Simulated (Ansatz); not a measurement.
**Si: a single-point run**

The task is a single-point run on Si. The structure is shown as the input types it.

Program: Ansatz 0.2.0. Level of theory: DFT, PBE, PAW with Ansatz's default frozen-core files, scalar-relativistic. These are calculated values, not measurements.

## Step 1: The starting structure

The structure is orthorhombic, space group Imma (No. 74). The conventional cell has a = 4.502 Å, b = 4.737 Å, c = 2.550 Å, α = 90.00°, β = 90.00°, γ = 90.00°. Around Si (site symmetry mm2) lie 8 Si at 2.39 to 2.74 Å.

Structure file:

```
Si
1.0
    -2.25100    2.36850    1.27500
     2.25100   -2.36850    1.27500
     2.25100    2.36850   -1.27500
Si
2
Direct
  0.80700 0.55700 0.25000
  0.19300 0.44300 0.75000
```

## Step 2: Input and run

Contents of input.yaml:

```yaml
crystal:
  lattice:
    - [-2.251, 2.3685, 1.275]
    - [2.251, -2.3685, 1.275]
    - [2.251, 2.3685, -1.275]
  atoms:
    - { symbol: Si, position: [0.807, 0.557, 0.25] }
    - { symbol: Si, position: [0.193, 0.443, 0.75] }
kpoints:
  mp_grid: { grid: [16, 16, 16] }
scf:
  occupations: { method: gaussian, width: 5.0 }
  max_iter: 60
hamiltonian:
  xc: pbe
  pseudopotentials: { kind: paw }
output:
  forces: true
  stress: true
  eigenvalues: true
  efg: { contact_densities: true }
basis:
  ecutwfc: 800
```

Command:

```sh
ansatz run input.yaml --threads 1 --pin off --max-ram 2048MiB --backend cpu --events-out ev --progress --plain --runs-dir out
```

**Question.** How will this run end, and is anything wrong with its input?

This run ends as converged. It gives a pressure of 33 GPa, which is large; a structure far from rest gives such values too, whatever the setting.

In the input, scf.occupations.method is gaussian; scf.occupations.width is 5.0. Occupations are smeared over electronvolts, wider than many features of the bands.

To check: set scf.occupations.method to fermi_dirac and scf.occupations.width to 0.05.
